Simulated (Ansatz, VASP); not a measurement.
Two plane-wave programs on CuO

INCAR

```
  PREC = Accurate
  ENCUT = 520
  EDIFF = 1E-7
  ISMEAR = 0
  SIGMA = 0.05
  LREAL = False
  LASPH = True
  NELM = 60
  ALGO = Normal
  ISIF = 2
  LWAVE = False
  LCHARG = False
  ISPIN = 2
  MAGMOM = -0.48 0
  LORBIT = 11
  LMAXMIX = 4
  LDAU = True
  LDAUTYPE = 2
  LDAUL = 2 -1
  LDAUU = 8 0
  LDAUJ = 0 0
  LDAUPRINT = 1
  METAGGA = R2SCAN
  LMIXTAU = True
```

Contents of KPOINTS:

```
Automatic mesh
0
Gamma
  7 7 7
```

File POSCAR:

```
CuO
1.0
    0.0000000000      2.3272527300      2.3272527300
    2.3272527300      0.0000000000      2.3272527300
    2.3272527300      2.3272527300      0.0000000000
Cu O
1 1
Direct
    0.0000000000      0.0000000000      0.0000000000
    0.2500000000      0.2500000000      0.2500000000
```

The input input.yaml:

```yaml
crystal:
  lattice:
    - [0.0, 2.32725273, 2.32725273]
    - [2.32725273, 0.0, 2.32725273]
    - [2.32725273, 2.32725273, 0.0]
  atoms:
    - { symbol: Cu, position: [0.0, 0.0, 0.0], spin: -0.48 }
    - { symbol: O, position: [0.25, 0.25, 0.25] }
hamiltonian:
  xc: r2scan
  pseudopotentials: { kind: paw }
  hubbard: { sites: [{ species: Cu, l: d, u_eff: 8.0 }] }
magnetization:
  spin_polarized: true
kpoints:
  mp_grid: { grid: [7, 7, 7] }
scf:
  occupations: { method: gaussian, width: 0.05 }
output:
  forces: true
  stress: true
  eigenvalues: true
  write_density: true
  write_potential: true
  elf: true
  volumetric_format: npy
```

Measurements of this composition are mostly on another form, of space group No. 15.

Alike in both runs: task single point; functional r2SCAN; k mesh 7 × 7 × 7; occupations gaussian, width 0.05 eV; collinear spin, random start; Hubbard terms Cu d U = 8 eV.

|  | VASP | Ansatz |
| --- | --- | --- |
| version | VASP 6.6.1 | Ansatz 0.2.0 |
| potentials or method | VASP PAW PBE potentials, release 64 (Cu, O) | Ansatz PAW |
| plane-wave cutoff (eV) | 520 | 500 |
| valence electrons in the cell | 17 | 25 |

Ansatz gave:

```
gap on the k mesh at the Fermi level (eV)                     : none
pressure (GPa)                                                : -8.0
net moment per atom (μB)                                      : 0.50
size of the moment on the site where the two differ most (μB) : 0.61
```

Problem. What did VASP give for the same quantities?

Solution. gap on the k mesh at the Fermi level (eV): none; pressure (GPa): -14.9; net moment per atom (μB): 0.50; size of the moment on the site where the two differ most (μB): 0.50.

Site moments also hang on the region over which each program counts them. The programs project onto different local orbitals, so the same U acts differently. A gap of «none» marks a metal or a gap that the smearing closes. The two sets of potentials don't hold the same shells in valence.

Caveats: a cell with one magnetic atom can't hold antiferromagnetic order, which such compounds often take; the PAW data sets were made with another functional, which shifts forces and pressure a little (VASP); the magnetic or orbital state may not be the lowest (Ansatz); the PAW data sets come from PBE, with cores solved anew for the run's functional, which leaves a small shift of forces and pressure (Ansatz). The state reached can hang on the start; a lower one may exist.
